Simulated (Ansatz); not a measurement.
# Cs: electron density at the nuclei under pressure

```xyz
2
Lattice="-2.5538 2.5538 9.5961 2.5538 -2.5538 9.5961 2.5538 2.5538 -9.5961" Properties=species:S:1:pos:R:3 pbc="T T T"
Cs    2.5538    0.0000    4.7980
Cs    0.0000    0.0000    9.5961
```

Atom numbers follow the list: Cs1, Cs2.

The conventional cell has a = 5.108 Å, b = 5.108 Å, c = 19.192 Å, α = 90.00°, β = 90.00°, γ = 90.00°.

The cell is the one relaxed in the Materials Project (mp-3), not relaxed further here; entries there can be hypothetical.

No spin–orbit coupling, which matters for the heavy atoms here.

Theory: DFT, LDA, all-electron PAW with datasets made for the crystal, scalar-relativistic in Ansatz 0.2.0.

Numerical set-up: a Γ-centred 9×9×9 k mesh, Fermi–Dirac smearing of 0.03 eV, cutoff 160 eV (chosen by the program for this cell), no spin polarisation.

The contact density is the mean electron density over the nuclear volume; its changes follow the s electrons' response to bonding and compression. Changes below are taken from the unscaled cell, where it is 1.89293e+06 e/Å³ at Cs1.

The datasets are made afresh for each cell, so very small changes are uncertain. Scalar relativity leaves out the p1/2 density at heavy nuclei.

(1) Tabulate the changes with volume.

Results:

(1) 
| V/V(cell) | P (GPa) | Δρ(0) Cs1 (e/Å³) |
| --- | --- | --- |
| 0.9405 | -0.2 | 1.42 |
| 1.0000 | -0.3 | 0.00 |
| 1.0600 | -0.4 | -1.18 |
